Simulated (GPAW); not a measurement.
# CoO (Pm-3m) in GPAW: a series of runs

Runs on CoO. Level: LDA. Tasks: magnons.

Program: GPAW 26.7.0. These are calculated values, not measurements. Logs are shortened: lines on timing, memory, paths and dates and some standing lists are left out, and cuts for length are marked. The log counts tension as positive stress, the text compression.

**1. Starting point**

Symmetry: Pm-3m, No. 221, cubic system. The conventional cell has a = 2.518 Å, b = 2.518 Å, c = 2.518 Å, α = 90.00°, β = 90.00°, γ = 90.00°. Co (site symmetry m-3m) has 8 O at 2.18 Å as nearest neighbours. O (site symmetry m-3m) is surrounded by 8 Co at 2.18 Å.

Measurements of this composition are mostly on another form, of space group No. 225.

**2. Magnons, LDA, collinear spin, ferromagnetic start**

run.py reads:

```python
import numpy as np
from ase.dft.bandgap import bandgap
from ase.io import read, write
from gpaw import GPAW, PW
from gpaw.response import ResponseContext, ResponseGroundStateAdapter
from gpaw.response.chiks import ChiKSCalculator
from gpaw.response.heisenberg import calculate_fm_magnon_energies
from gpaw.response.localft import LocalFTCalculator
from gpaw.response.mft import IsotropicExchangeCalculator
from gpaw.response.site_kernels import SphericalSiteKernels

atoms = read('CoO.xyz')
atoms.set_initial_magnetic_moments([3.0, 0.0])

calc = GPAW(mode=PW(550),
            xc='LDA',
            kpts={'size': (8, 8, 8), 'gamma': True},
            occupations={'name': 'fermi-dirac', 'width': 0.05},
            nbands=17,
            convergence={'density': 0.0001},
            maxiter=150,
            txt='gpaw.txt')
atoms.calc = calc
energy = atoms.get_potential_energy()
calc.write('gs.gpw')
write('result.traj', atoms)
print(f'Energy: {energy:.6f} eV')
print('Moments:', calc.get_magnetic_moments().round(3))
print('Fermi level:', round(calc.get_fermi_level(), 4), 'eV')
print(f'Gap: {bandgap(calc)[0]:.4f} eV, direct: {bandgap(calc, direct=True)[0]:.4f} eV')

dense = calc.fixed_density(kpts={'size': (8, 8, 8), 'gamma': True},
                           nbands=32, convergence={'bands': 26, 'eigenstates': 1e-12},
                           update_fermi_level=True, maxiter=300, txt='dense.txt')
dense.write('dense.gpw', mode='all')

sites = [0]
moments = calc.get_magnetic_moments()[sites]
q_qc = np.array([[0.0, 0.0, 0.0], [0.125, 0.0, 0.0], [0.25, 0.0, 0.0], [0.5, 0.0, 0.0], [0.125, 0.125, 0.0], [0.25, 0.25, 0.0], [0.5, 0.5, 0.0]])
gs = ResponseGroundStateAdapter.from_gpw_file('dense.gpw')
context = ResponseContext(txt='mft.txt')
chiks = ChiKSCalculator(gs, context, ecut=150, nbands=26, gammacentered=True)
exchange = IsotropicExchangeCalculator(chiks, LocalFTCalculator.from_rshe_parameters(gs, context))
kernels = SphericalSiteKernels(atoms.positions[sites], [[1.036] * len(sites)])
J_qab = np.array([exchange(q_c, kernels)[..., 0] for q_c in q_qc])
E_qn = calculate_fm_magnon_energies(J_qab, q_qc, moments)
np.savetxt('exchange.dat', np.c_[q_qc, 1000 * J_qab.real.reshape((len(q_qc), -1))], fmt='%.4f')
np.savetxt('magnons.dat', np.c_[q_qc, 1000 * E_qn.real], fmt='%.4f')
for q_c, E_n in zip(q_qc, E_qn):
    print(q_c.round(4), 'magnon energies (meV):', (1000 * E_n.real).round(2))
```

CoO.xyz reads:

```xyz
2
Lattice="2.5180518654 0.0000000000 0.0000000000 0.0000000000 2.5180518654 0.0000000000 0.0000000000 0.0000000000 2.5180518654" Properties=species:S:1:pos:R:3 pbc="T T T"
Co     0.0000000000      0.0000000000      0.0000000000
O      1.2590259327      1.2590259327      1.2590259327
```

Potentials or basis: the program's PAW data sets (release 1.2.1) made for this functional, pw.

Launch:

```console
$ OMP_NUM_THREADS=1 python run.py
```

gpaw.txt:

```text
__  _  _
 | _ |_)|_||  |
 |__||  | ||/\| - 26.7.0

Input parameters:
  mode=PW(ecut=550.0),
  convergence={'density': 0.0001},
  kpts=MonkhorstPack(size=(8, 8, 8), gamma=True),
  maxiter=150,
  nbands=17,
  occupations=Occupations(name='fermi-dirac', width=0.05),
  xc=XC(name='LDA')

Diagonalizing LCAO Hamiltonian
Converting LCAO to pw mode
   .-----.
  /|     |
 * |     |
 | .-O---.
 |/     /
 Co----*

Atoms  # Å, Bohr magnetons
|   | symbol |        x |        y |        z |    initial magnetic moments |
|---|--------|----------|----------|----------|-----------------------------|
| 0 |     Co | 0.000000 | 0.000000 | 0.000000 | ( 0.0000,  0.0000,  3.0000) |
| 1 |      O | 1.259026 | 1.259026 | 1.259026 | ( 0.0000,  0.0000,  0.0000) |

Unit cell  # Å
| periodic |        x |        y |        z |  lengths |    angles |
|----------|----------|----------|----------|----------|-----------|
|      yes | 2.518052 | 0.000000 | 0.000000 | 2.518052 | 90.000000 |
|      yes | 0.000000 | 2.518052 | 0.000000 | 2.518052 | 90.000000 |
|      yes | 0.000000 | 0.000000 | 2.518052 | 2.518052 | 90.000000 |

Number of symmetries: 48
Symmetry operations  # r_c * U_cc + t_c -> r_c
|    | kind |            matrix            |
|----|------|------------------------------|
|  0 |  E   |  1, 0, 0,  0, 1, 0,  0, 0, 1 |
|  1 |  σ   |  1, 0, 0,  0, 1, 0,  0, 0,-1 |
|  2 |  σ   |  1, 0, 0,  0, 0, 1,  0, 1, 0 |
|  3 |  C4  |  1, 0, 0,  0, 0, 1,  0,-1, 0 |
|  4 |  C4  |  1, 0, 0,  0, 0,-1,  0, 1, 0 |
|  5 |  σ   |  1, 0, 0,  0, 0,-1,  0,-1, 0 |
|  6 |  σ   |  1, 0, 0,  0,-1, 0,  0, 0, 1 |
|  7 |  C2  |  1, 0, 0,  0,-1, 0,  0, 0,-1 |
|  8 |  σ   |  0, 1, 0,  1, 0, 0,  0, 0, 1 |
|  9 |  C2  |  0, 1, 0,  1, 0, 0,  0, 0,-1 |
| 10 |  C3  |  0, 1, 0,  0, 0, 1,  1, 0, 0 |
| 11 |  S6  |  0, 1, 0,  0, 0, 1, -1, 0, 0 |
| 12 |  S6  |  0, 1, 0,  0, 0,-1,  1, 0, 0 |
| 13 |  C3  |  0, 1, 0,  0, 0,-1, -1, 0, 0 |
| 14 |  C4  |  0, 1, 0, -1, 0, 0,  0, 0, 1 |
| 15 |  S4  |  0, 1, 0, -1, 0, 0,  0, 0,-1 |
| 16 |  C3  |  0, 0, 1,  1, 0, 0,  0, 1, 0 |
| 17 |  S6  |  0, 0, 1,  1, 0, 0,  0,-1, 0 |
| 18 |  σ   |  0, 0, 1,  0, 1, 0,  1, 0, 0 |
| 19 |  C4  |  0, 0, 1,  0, 1, 0, -1, 0, 0 |
| 20 |  C2  |  0, 0, 1,  0,-1, 0,  1, 0, 0 |
| 21 |  S4  |  0, 0, 1,  0,-1, 0, -1, 0, 0 |
| 22 |  S6  |  0, 0, 1, -1, 0, 0,  0, 1, 0 |
| 23 |  C3  |  0, 0, 1, -1, 0, 0,  0,-1, 0 |
| 24 |  S6  |  0, 0,-1,  1, 0, 0,  0, 1, 0 |
| 25 |  C3  |  0, 0,-1,  1, 0, 0,  0,-1, 0 |
| 26 |  C4  |  0, 0,-1,  0, 1, 0,  1, 0, 0 |
| 27 |  σ   |  0, 0,-1,  0, 1, 0, -1, 0, 0 |
| 28 |  S4  |  0, 0,-1,  0,-1, 0,  1, 0, 0 |
| 29 |  C2  |  0, 0,-1,  0,-1, 0, -1, 0, 0 |
| 30 |  C3  |  0, 0,-1, -1, 0, 0,  0, 1, 0 |
| 31 |  S6  |  0, 0,-1, -1, 0, 0,  0,-1, 0 |
| 32 |  C4  |  0,-1, 0,  1, 0, 0,  0, 0, 1 |
| 33 |  S4  |  0,-1, 0,  1, 0, 0,  0, 0,-1 |
| 34 |  S6  |  0,-1, 0,  0, 0, 1,  1, 0, 0 |
| 35 |  C3  |  0,-1, 0,  0, 0, 1, -1, 0, 0 |
| 36 |  C3  |  0,-1, 0,  0, 0,-1,  1, 0, 0 |
| 37 |  S6  |  0,-1, 0,  0, 0,-1, -1, 0, 0 |
| 38 |  σ   |  0,-1, 0, -1, 0, 0,  0, 0, 1 |
| 39 |  C2  |  0,-1, 0, -1, 0, 0,  0, 0,-1 |
| 40 |  σ   | -1, 0, 0,  0, 1, 0,  0, 0, 1 |
| 41 |  C2  | -1, 0, 0,  0, 1, 0,  0, 0,-1 |
| 42 |  C2  | -1, 0, 0,  0, 0, 1,  0, 1, 0 |
| 43 |  S4  | -1, 0, 0,  0, 0, 1,  0,-1, 0 |
| 44 |  S4  | -1, 0, 0,  0, 0,-1,  0, 1, 0 |
| 45 |  C2  | -1, 0, 0,  0, 0,-1,  0,-1, 0 |
| 46 |  C2  | -1, 0, 0,  0,-1, 0,  0, 0, 1 |
| 47 |  i   | -1, 0, 0,  0,-1, 0,  0, 0,-1 |

BZ-sampling:
  Number of BZ points: 512
  Number of IBZ points: 35

  Monkhorst-Pack size: [8, 8, 8]
  Monkhorst-Pack shift: [0.0625, 0.0625, 0.0625]

K-points  # in reciprocal-cell coordinates
|     |                                coordinates |     weight |
|-----|--------------------------------------------|------------|
|   0 | (  0.00000000,   0.00000000,   0.00000000) | 0.00195312 |
|   1 | (  0.12500000,   0.00000000,   0.00000000) | 0.01171875 |
|   2 | (  0.12500000,   0.12500000,   0.00000000) | 0.02343750 |
|   3 | (  0.12500000,   0.12500000,   0.12500000) | 0.01562500 |
|   4 | (  0.25000000,   0.00000000,   0.00000000) | 0.01171875 |
|   5 | (  0.25000000,   0.12500000,   0.00000000) | 0.04687500 |
|   6 | (  0.25000000,   0.12500000,   0.12500000) | 0.04687500 |
|   7 | (  0.25000000,   0.25000000,   0.00000000) | 0.02343750 |
|   8 | (  0.25000000,   0.25000000,   0.12500000) | 0.04687500 |
|   9 | (  0.25000000,   0.25000000,   0.25000000) | 0.01562500 |
| ... |                                            |            |
|  34 | (  0.50000000,   0.50000000,   0.50000000) | 0.00195312 |

Plane wave coefficients: 480
Cutoff: 550.0 eV

Spin-components: 2 (collinear spins)
Bands:           17
Projectors:      11
Spin-degeneracy: 1
Datatype:        complex128

Parallelization:
  kpt:    1
  domain: 1
  band:   1

Density:
  Valence electrons: 15.0
  Components: 2
  Grid points: [14 14 14]
  Charge: 0.0  # |e|

Potential:
  Grid points: [14 14 14]

species:
  Co:
    name:    Cobalt
    Z:       27.0
    valence: 9
    core:    18
    charge:  0.0  # [|e|]
    compensation charges:
      type: gauss
      rc: 0.32  # [Å]
      lmax: 2
    cutoffs:
      filter: 1.87  # [Å]
      core: 2.55  # [Å]
    projectors
    | kind |    occ | energy [eV] | rcut [Å] |
    |------|--------|-------------|----------|
    |   4s |  2.000 |      -5.672 |    1.005 |
    |   4p |  0.000 |      -1.387 |    1.058 |
    |   3d |  7.000 |      -8.461 |    1.005 |
    |    s |        |      21.539 |    1.005 |
    |    p |        |      25.825 |    1.058 |
    |    d |        |      18.750 |    1.005 |

    Using partial waves for Co as LCAO basis

  O:
    name:    Oxygen
    Z:       8.0
    valence: 6
    core:    2
    charge:  0.0  # [|e|]
    compensation charges:
      type: gauss
      rc: 0.21  # [Å]
      lmax: 2
    cutoffs:
      filter: 1.17  # [Å]
      core: 0.83  # [Å]
    projectors
    | kind |    occ | energy [eV] | rcut [Å] |
    |------|--------|-------------|----------|
    |   2s |  2.000 |     -23.752 |    0.688 |
    |   2p |  4.000 |      -9.195 |    0.598 |
    |    s |        |       3.459 |    0.688 |
    |    p |        |      18.016 |    0.598 |
    |    d |        |       0.000 |    0.619 |

    Using partial waves for O as LCAO basis

Reference energy: -39866.174772  # eV

eigensolver:
  PPCG
  Converge bands: occupied
  niter=2

density mixing:
  MSR1-Mixer
  Pratt-step length: 0.05
  Maximum mixing coefficient: 0.75
  Old densities: 10
  SVD Regularization: 0.005
  Good broyden scale: 1.0
  Trust region scale: 1.0
  Backstep threshold: 4.0
  History deletion threshold: 6.0
  Fourier metric: weight=20.0, sigma=0.015

occupation numbers:
  Fermi-Dirac:
    width: 0.0500  # eV

poisson solver:
  ecut: 4400.0  # eV

xc functional:
  name: None

convergence criteria:
- Maximum integral of absolute [dens]ity change: 0.0001 electrons / valence electron
- Maximum [total energy] change in last 3 cyles: 0.0005 eV / valence electron
- Maximum integral of absolute [eigenst]ate change: 4e-08 eV^2 / valence electron
maximum number of iterations: 150

SCF iterations
|iter     | |      energy | eigst |  dens |  magmom |
|---------|-|-------------|-------|-------|---------|
|iter:   1| |  -15.839888 | +0.03 |       |  +3.0020|
|iter:   2| |  -15.672515 | -2.38 | -0.96 |  +3.0019|
|iter:   3| |  -15.429024 | -2.42 | -1.00 |  +2.9997|
|iter:   4| |  -15.471312 | -2.77 | -1.22 |  +2.8967|
|iter:   5| |  -15.480304 | -3.08 | -1.51 |  +2.8760|
|iter:   6| |  -15.484753 | -3.52 | -1.61 |  +2.7968|
|iter:   7| |  -15.484837c| -5.55 | -2.55 |  +2.8010|
|iter:   8| |  -15.484874c| -6.49 | -3.03 |  +2.8051|
|iter:   9| |  -15.484882c| -6.34 | -3.36 |  +2.8105|
|iter:  10| |  -15.484883c| -7.96c| -4.12c|  +2.8109|

Converged in 10 steps
Energy contributions relative to reference atoms: (reference = -39866.174772)

Energy contributions:
  Kinetic:          28.924605
  Coulomb:         -23.626751
  Zero:              0.065524
  External:          0.000000
  Xc:              -20.839416
  Entropy:          -0.017689
  Spinorbit:         0.000000
  ----------------------------
  Free energy:     -15.493727
  Extrapolated:    -15.484883

dipole moment: (-6.754471, -6.754471, -6.754471)  # |e|*Ang

Total magnetic moment: (0.000000, 0.000000, 2.810903)

Local magnetic moments
|        x |        y |        z |
|----------|----------|----------|
| 0.000000 | 0.000000 | 2.319421 |  # Co   0
| 0.000000 | 0.000000 | 0.324703 |  # O    1

Fermi level: 10.944
Eigenvalues  # (at kpt = [0.000, 0.000, 0.000])
| band index |      eig [eV] | occ [0-1] |      eig [eV] | occ [0-1] |
|------------|---------------|-----------|---------------|-----------|
|          0 |       -10.349 |     1.000 |        -9.701 |     1.000 |
|          1 |         6.305 |     1.000 |         8.066 |     1.000 |
|          2 |         6.305 |     1.000 |         8.066 |     1.000 |
|          3 |         7.669 |     1.000 |         8.446 |     1.000 |
|          4 |         7.669 |     1.000 |         8.446 |     1.000 |
|          5 |         7.669 |     1.000 |         8.446 |     1.000 |
|          6 |         8.851 |     1.000 |        11.342 |     0.000 |
|          7 |         8.851 |     1.000 |        11.342 |     0.000 |
|          8 |         8.851 |     1.000 |        11.342 |     0.000 |
|          9 |        12.454 |     0.000 |        13.185 |     0.000 |
|         10 |        26.950 |     0.000 |        27.734 |     0.000 |
|         11 |        26.950 |     0.000 |        27.734 |     0.000 |
|         12 |        32.467 |     0.000 |        33.259 |     0.000 |
|         13 |        32.467 |     0.000 |        33.259 |     0.000 |
|         14 |        32.467 |     0.000 |        33.259 |     0.000 |
|        ... |               |           |               |           |
|         16 |        39.160 |     0.000 |        40.985 |     0.000 |

No gap
No difference between direct/indirect transitions
# Writing to gs.gpw (mode='')
```

It took 72 s on 1 thread of Arm Neoverse V2, shared host; peak memory 0.24 GiB.

Results:

```yaml
Free_energy: -15.4937 eV
Band_gap_on_the_k_mesh: none (metal or under the smearing width)
Net_moment: 2.81 μB per cell
Site_moments: Co +2.32; O +0.32 μB
```

Caveat: the number of bands moves the energies at small q by some ten meV; the exchange constants hang on this mesh and on the site radius; magnon energies are noisy on this mesh; a cell with one magnetic atom can't hold antiferromagnetic order, which such compounds often take; semilocal functionals often make such compounds metallic where correlation or magnetic order opens a gap, which also shifts bond lengths.

**3. Magnons, LDA, collinear spin, ferromagnetic start**

This run uses another cell than the first one, of 8.15 Å³/atom, 1.021 times its volume.

run.py, as its differences from that of step 2:

```diff
@@ -43,3 +43,3 @@
 exchange = IsotropicExchangeCalculator(chiks, LocalFTCalculator.from_rshe_parameters(gs, context))
-kernels = SphericalSiteKernels(atoms.positions[sites], [[1.036] * len(sites)])
+kernels = SphericalSiteKernels(atoms.positions[sites], [[1.043] * len(sites)])
 J_qab = np.array([exchange(q_c, kernels)[..., 0] for q_c in q_qc])
```

CoO.xyz reads:

```xyz
2
Lattice="2.5357852092 0.0000000000 0.0000000000 0.0000000000 2.5357852092 0.0000000000 0.0000000000 0.0000000000 2.5357852092" Properties=species:S:1:pos:R:3 pbc="T T T"
Co     0.0000000000      0.0000000000      0.0000000000
O      1.2678926046      1.2678926046      1.2678926046
```

Potentials or basis: the program's PAW data sets (release 1.2.1) made for this functional, pw.

Launch:

```console
$ OMP_NUM_THREADS=1 python run.py
```

gpaw.txt:

```text
__  _  _
 | _ |_)|_||  |
 |__||  | ||/\| - 26.7.0

Input parameters:
  mode=PW(ecut=550.0),
  convergence={'density': 0.0001},
  kpts=MonkhorstPack(size=(8, 8, 8), gamma=True),
  maxiter=150,
  nbands=17,
  occupations=Occupations(name='fermi-dirac', width=0.05),
  xc=XC(name='LDA')

Diagonalizing LCAO Hamiltonian
Converting LCAO to pw mode
   .-----.
  /|     |
 * | O   |
 | .-----.
 |/     /
 Co----*

Atoms  # Å, Bohr magnetons
|   | symbol |        x |        y |        z |    initial magnetic moments |
|---|--------|----------|----------|----------|-----------------------------|
| 0 |     Co | 0.000000 | 0.000000 | 0.000000 | ( 0.0000,  0.0000,  3.0000) |
| 1 |      O | 1.267893 | 1.267893 | 1.267893 | ( 0.0000,  0.0000,  0.0000) |

Unit cell  # Å
| periodic |        x |        y |        z |  lengths |    angles |
|----------|----------|----------|----------|----------|-----------|
|      yes | 2.535785 | 0.000000 | 0.000000 | 2.535785 | 90.000000 |
|      yes | 0.000000 | 2.535785 | 0.000000 | 2.535785 | 90.000000 |
|      yes | 0.000000 | 0.000000 | 2.535785 | 2.535785 | 90.000000 |

Number of symmetries: 48
Symmetry operations  # r_c * U_cc + t_c -> r_c
|    | kind |            matrix            |
|----|------|------------------------------|
|  0 |  E   |  1, 0, 0,  0, 1, 0,  0, 0, 1 |
|  1 |  σ   |  1, 0, 0,  0, 1, 0,  0, 0,-1 |
[... 183 lines left out ...]
|iter:   3| |  -15.435823 | -2.43 | -1.00 |  +3.0006|
|iter:   4| |  -15.478098 | -2.80 | -1.22 |  +2.9135|
|iter:   5| |  -15.486453 | -3.10 | -1.51 |  +2.9043|
|iter:   6| |  -15.491673 | -3.57 | -1.62 |  +2.8436|
|iter:   7| |  -15.491831c| -5.48 | -2.46 |  +2.8533|
|iter:   8| |  -15.491903c| -6.15 | -2.85 |  +2.8629|
|iter:   9| |  -15.491908c| -6.03 | -3.14 |  +2.8720|
|iter:  10| |  -15.491908c| -7.81c| -4.06c|  +2.8723|

Converged in 10 steps
Energy contributions relative to reference atoms: (reference = -39866.174772)

Energy contributions:
  Kinetic:          26.934972
  Coulomb:         -22.074784
  Zero:              0.064917
  External:          0.000000
  Xc:              -20.407977
  Entropy:          -0.018071
  Spinorbit:         0.000000
  ----------------------------
  Free energy:     -15.500944
  Extrapolated:    -15.491908

dipole moment: (-6.803446, -6.803446, -6.803446)  # |e|*Ang

Total magnetic moment: (0.000000, 0.000000, 2.872336)

Local magnetic moments
|        x |        y |        z |
|----------|----------|----------|
| 0.000000 | 0.000000 | 2.362837 |  # Co   0
| 0.000000 | 0.000000 | 0.334710 |  # O    1

Fermi level: 10.583
Eigenvalues  # (at kpt = [0.000, 0.000, 0.000])
| band index |      eig [eV] | occ [0-1] |      eig [eV] | occ [0-1] |
|------------|---------------|-----------|---------------|-----------|
|          0 |       -10.480 |     1.000 |        -9.811 |     1.000 |
|          1 |         6.015 |     1.000 |         7.810 |     1.000 |
|          2 |         6.015 |     1.000 |         7.810 |     1.000 |
|          3 |         7.403 |     1.000 |         8.203 |     1.000 |
|          4 |         7.403 |     1.000 |         8.203 |     1.000 |
|          5 |         7.403 |     1.000 |         8.203 |     1.000 |
|          6 |         8.451 |     1.000 |        10.991 |     0.000 |
|          7 |         8.451 |     1.000 |        10.991 |     0.000 |
|          8 |         8.451 |     1.000 |        10.991 |     0.000 |
|          9 |        11.916 |     0.000 |        12.656 |     0.000 |
|         10 |        26.449 |     0.000 |        27.235 |     0.000 |
|         11 |        26.449 |     0.000 |        27.235 |     0.000 |
|         12 |        31.752 |     0.000 |        32.556 |     0.000 |
|         13 |        31.752 |     0.000 |        32.556 |     0.000 |
|         14 |        31.752 |     0.000 |        32.556 |     0.000 |
|        ... |               |           |               |           |
|         16 |        38.839 |     0.000 |        40.697 |     0.000 |

No gap
No difference between direct/indirect transitions
# Writing to gs.gpw (mode='')
```

mft.txt:

```text
Calculating f(G)
    Calculating PAW corrections

    RSHE of atom 0
      (l,m)   max weight  avg weight  included
      (0,0)   1.00000000  0.98854034  yes
      (1,-1)  0.00000000  0.00000000  yes
      (1,0)   0.00000000  0.00000000  yes
      (1,1)   0.00000000  0.00000000  yes
      (2,-2)  0.00000000  0.00000000  yes
[... 374 lines left out ...]
  ( 0  1  0)  ( 0  1  0)  ( 0 -1  0)  ( 0 -1  0)  ( 1  0  0)  ( 1  0  0)
  ( 0  0  1)  ( 0  0 -1)  ( 0  0  1)  ( 0  0 -1)  ( 0  0  1)  ( 0  0 -1)

  ( 0  1  0)  ( 0  1  0)  ( 0 -1  0)  ( 0 -1  0)  ( 0 -1  0)  ( 0 -1  0)
  (-1  0  0)  (-1  0  0)  ( 1  0  0)  ( 1  0  0)  (-1  0  0)  (-1  0  0)
  ( 0  0  1)  ( 0  0 -1)  ( 0  0  1)  ( 0  0 -1)  ( 0  0  1)  ( 0  0 -1)

  (-1  0  0)  (-1  0  0)  (-1  0  0)  (-1  0  0)
  ( 0  1  0)  ( 0  1  0)  ( 0 -1  0)  ( 0 -1  0)
  ( 0  0  1)  ( 0  0 -1)  ( 0  0  1)  ( 0  0 -1)

75 groups of equivalent kpoints. 85.3515625% reduction.
```

Run time: 72 s. Hardware: 1 thread of Arm Neoverse V2, shared host; peak memory 0.24 GiB.

What came out:

| Property | Result |
| --- | --- |
| Free energy | -15.5009 eV |
| Band gap on the k mesh | none (metal or under the smearing width) |
| Net moment | 2.87 μB per cell |
| Site moments | Co +2.36; O +0.33 μB |

Caveat: the number of bands moves the energies at small q by some ten meV; the exchange constants hang on this mesh and on the site radius; magnon energies are noisy on this mesh; a cell with one magnetic atom can't hold antiferromagnetic order, which such compounds often take; semilocal functionals often make such compounds metallic where correlation or magnetic order opens a gap, which also shifts bond lengths. With open d or f shells a metallic result of LDA can be an artefact of self-interaction; +U or a hybrid may open a gap.

[end of part 1 of 2]
